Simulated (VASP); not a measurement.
Crystal: GaSe.

```xyz
8
Lattice="3.7420 0.0000 0.0000 -1.8710 3.2407 0.0000 0.0000 0.0000 15.9190" Properties=species:S:1:pos:R:3 pbc="T T T"
Ga    0.0000    2.1604    2.8177
Ga    1.8710    1.0802   10.7772
Ga    0.0000    2.1604    5.1418
Ga    1.8710    1.0802   13.1013
Se    0.0000    2.1604    9.5514
Se    1.8710    1.0802    1.5919
Se    0.0000    2.1604   14.3271
Se    1.8710    1.0802    6.3676
```

* Program: VASP 6.6.1
* Task: relaxation of cell and atoms
* Functional: PBE
* Dispersion: D3(BJ)
* Potentials or basis: VASP PAW PBE potentials, release 64 (Ga_d, Se)
* Cutoff: 600 eV
* k mesh: 12 × 12 × 2
* Occupations: gaussian, width 0.03 eV
* Spin: no spin polarisation

At the start: pressure 1.0 GPa; volume 24.13 Å³/atom.

Problem. How do energy, volume and symmetry change on relaxing?

Solution. Over 17 steps the energy falls by 16.5 meV/atom and the volume is 24.59 Å³/atom (+1.9 %); space group P6_3/mmc (No. 194, to 0.05 Å).

Step by step:
```tsv
step	energy change (eV)	largest force (eV/Å)	pressure (GPa)	volume (Å³)
1	0.0000	1.2153	1.03	193.04
2	-0.1051	0.3865	0.37	197.38
3	-0.1232	0.0169	0.45	196.11
4	-0.1231	0.0246	0.51	196.05
5	-0.1284	0.0639	-0.18	198.18
6	-0.1284	0.0648	-0.15	198.15
7	-0.1302	0.0166	-0.05	198.01
8	-0.1304	0.0296	-0.02	197.94
9	-0.1305	0.0251	0.00	197.84
10	-0.1307	0.0337	-0.01	197.68
11	-0.1308	0.0293	-0.02	197.62
12	-0.1311	0.0158	0.00	197.43
13	-0.1315	0.0123	0.01	197.05
14	-0.1315	0.0202	-0.02	196.93
15	-0.1315	0.0368	0.01	196.69
16	-0.1315	0.0242	-0.01	196.87
17	-0.1316	0.0073	-0.01	196.69
```

Final structure:
```xyz
8
Lattice="3.7710 0.0000 0.0000 -1.8855 3.2658 0.0000 0.0000 0.0000 15.9713" Properties=species:S:1:pos:R:3 pbc="T T T"
Ga    0.0000    2.1772    2.7701
Ga    1.8855    1.0886   10.7557
Ga    0.0000    2.1772    5.2156
Ga    1.8855    1.0886   13.2012
Se    0.0000    2.1772    9.5749
Se    1.8855    1.0886    1.5892
Se    0.0000    2.1772   14.3821
Se    1.8855    1.0886    6.3964
```
